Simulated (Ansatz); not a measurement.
**Mn (fcc)**

Method: r²SCAN, scalar-relativistic; collinear spin; PAW, 500 eV, 20×20×20 k-mesh, Gaussian smearing of 0.05 eV; code Ansatz; PAW files: Ansatz's generated set soft_2.

```
Mn
1.0
     0.00000    1.75613    1.75613
     1.75613    0.00000    1.75613
     1.75613    1.75613    0.00000
Mn
1
Direct
  0.00000 0.00000 0.00000
```

At room temperature and ambient pressure Mn takes another structure.

The geometry is fixed. Moments are started on Mn in several ways. q is the propagation vector of an order in a doubled cell, in units of this cell's reciprocal vectors; doubled cells take an equivalent mesh or are counted from a ferromagnetic run in the same cell, unless said otherwise. Energies count from the first row, the state in which the cell was relaxed.

The starts:
- ferromagnetic
- no spin polarisation
- antiparallel, q = (0, 0, 1/2)
- antiparallel, q = (0, 1/2, 1/2)
- small parallel moments

(1) Which start ends lowest, and how far above it lies the solution without spin polarisation?

Answer:

(1) Lowest: antiparallel, q = (0, 1/2, 1/2). Without spin polarisation the energy is 345 meV/atom higher.

| start | largest typed moment (μB) | ΔE (meV/atom) | gap on the mesh (eV) | P (GPa) | final spin moments (μB) |
| --- | --- | --- | --- | --- | --- |
| ferromagnetic | 1.06 | 0.0 | metal | -0.1 | Mn 1.02 |
| no spin polarisation | 0.00 | 35.7 | metal | -10.2 | none |
| antiparallel, q = (0, 0, 1/2) | 3.50 | -129.4 | metal | 13.7 | Mn 1.94, -1.94 |
| antiparallel, q = (0, 1/2, 1/2) | 3.50 | -309.1 | metal | 23.8 | Mn 2.39, -2.39 |
| small parallel moments | 0.50 | 0.0 | metal | -0.1 | Mn 1.02 |

The cell was relaxed in the state of the first row, and its shape doesn't suit: antiparallel, q = (0, 1/2, 1/2) (uneven stress of 5.4 GPa).

r²SCAN tends to overstate moments and magnetic energies in metals.

Without spin polarisation the pressure is 34.0 GPa lower than in the lowest state, so the magnetic solution wants the larger cell.

Only orders that fit these small cells were tried, so the real crystal's order may be another.

The run wasn't fully tested for a lower electronic state. Site moments are of spin, integrated over atomic spheres.
